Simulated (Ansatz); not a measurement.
# BeS: the cost of one run

Method: reference: DFT, HSE06, plane waves, PAW, in Ansatz 0.2.0.

3 further runs of the same task are left out: 3 that didn't finish.

### Step 1. The system as given

It takes space group Fm-3m (No. 225, cubic). Conventional cell: a = 4.635 Å, b = 4.635 Å, c = 4.635 Å, α = 90.00°, β = 90.00°, γ = 90.00°. Around Be (site symmetry m-3m) lie 6 S at 2.32 Å. Around S (site symmetry m-3m) lie 6 Be at 2.32 Å.

As a file:

```
CELL_PARAMETERS angstrom
0.00000 2.31730 2.31730
2.31730 0.00000 2.31730
2.31730 2.31730 0.00000
ATOMIC_POSITIONS crystal
Be 0.00000 0.00000 0.00000
S 0.50000 0.50000 0.50000
```

### Step 2. Reference

The input, input.yaml:

```yaml
crystal:
  lattice:
    - [0.0, 2.3172971969, 2.3172971969]
    - [2.3172971969, 0.0, 2.3172971969]
    - [2.3172971969, 2.3172971969, 0.0]
  atoms:
    - { symbol: Be, position: [0.0, 0.0, 0.0] }
    - { symbol: S, position: [0.5, 0.5, 0.5] }
kpoints:
  mp_grid: { grid: [4, 4, 4] }
hamiltonian:
  xc: hse06
scf:
  occupations: { method: fixed }
  n_extra_bands: 4
output:
  forces: true
  stress: true
  eigenvalues: true
```

Launch:

```sh
> ansatz run input.yaml --threads 4 --pin off --max-ram 3686MiB --backend cpu --events-out ev --progress --plain --runs-dir out
```

**Question.** How long does this run take on 4 threads of Arm Neoverse V2, shared host, and how much memory does it need?

About 1.5 s, with a peak of 0.4 GiB.
